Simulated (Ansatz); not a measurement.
# SiO₂: relaxation step by step

Recipe of this trial structure of SiO₂: random cell by space group and Wyckoff sites (I4/mmm, No. 139). Its size is a rough estimate.

```
CELL_PARAMETERS angstrom
-2.75810 2.75810 2.24116
2.75810 -2.75810 2.24116
2.75810 2.75810 -2.24116
ATOMIC_POSITIONS crystal
Si 0.00000 0.00000 0.00000
Si 0.50000 0.50000 0.00000
O 0.00000 0.22390 0.22390
O 0.00000 0.77610 0.77610
O 0.22390 0.00000 0.22390
O 0.77610 0.00000 0.77610
```

Level of theory: DFT PBE, scalar-relativistic, plane waves, PAW (Ansatz 0.2.0). Cutoff 420 eV, Gaussian smearing, Γ-centred meshes. Cell and atoms relax first on a coarse mesh and then on a finer one. In between, the cell is made exact in the group found at 0.06 Å. In metals the finer mesh still leaves noise of several meV/atom or more. The steps can't lower the symmetry of their start. No spin polarisation in the relaxation; trial moments died out in a coarse test.

Steps on the 6×6×6 mesh (6 atoms, 13 steps). The free energy counts from the last step; the plane-wave basis is renewed at times, which shifts energy and pressure.

```csv
step,ΔF (meV/atom),V (Å³/atom),P (GPa),largest force component (eV/Å)
1,4545.4,11.37,189.85,47.695
2,1194.9,11.15,84.19,17.516
3,327.2,12.68,30.90,7.249
4,53.6,13.90,-6.02,0.951
5,34.1,13.12,1.70,0.129
6,33.3,13.31,0.17,0.030
7,33.2,13.32,0.02,0.031
8,9.0,13.32,2.57,0.040
9,4.1,13.73,0.81,0.000
10,4.0,13.94,0.10,0.003
11,0.4,13.94,0.24,0.004
12,0.4,14.03,0.02,0.001
13,0.0,14.03,0.03,0.001
```

The relaxed structure, after a last relaxation on the converged mesh:

```yaml
crystal:
  lattice:
    - [-2.83283, 2.83283, 2.62731]
    - [2.83283, -2.83283, 2.62731]
    - [2.83283, 2.83283, -2.62731]
  atoms:
    - { symbol: Si, position: [0.00000, 0.00000, 0.00000] }
    - { symbol: Si, position: [0.50000, 0.50000, 0.00000] }
    - { symbol: O, position: [0.00000, 0.28901, 0.28901] }
    - { symbol: O, position: [0.00000, 0.71099, 0.71099] }
    - { symbol: O, position: [0.28901, 0.00000, 0.28901] }
    - { symbol: O, position: [0.71099, 0.00000, 0.71099] }
```

The symmetry stays I4/mmm (No. 139). The volume per atom grows by 23.7 %, from 11.4 to 14.1 Å³. The shortest distance goes from 1.24 Å (Si–O) to 1.64 Å (Si–O). The ratio c/a of the conventional cell changes by a factor of 1.14. The energy falls by about 4.5 eV/atom (the start's value is from the coarse mesh). Si on its first site has 4 O at 1.64 Å and 2 Si at 2.63 Å; around Si on its second site lie 2 Si at 2.63 Å; O has 1 Si at 1.64 Å.

```json
{"Volume per atom": "14.1 Å³", "Density": "2.4 g/cm³", "Energy over the elements": "−0.03 eV/atom", "Gap on the 10×10×10 mesh of the 6-atom cell": "0 eV (the bands overlap slightly)"}
```

Energies over the elements count from the elements' standard structures at the same level (O₂ as a molecule), with no fitted energy shifts.

The last run used Gaussian smearing of 0.10 eV. No dispersion correction is applied, so the spacing and binding between layers, chains or molecules are poorly described. The zero gap may come from the functional, which often closes small gaps. Symmetry constrained the relaxation, so the result can be a saddle point. In all, the 3 runs took 5.2 min on 1 thread of AMD EPYC (Zen 3), with other jobs on the host. Another cell of SiO2 relaxed alike, in I-42d (a cell as deposited in COD), lies 2.75 eV/atom lower, so this cell isn't the stable form at this level.
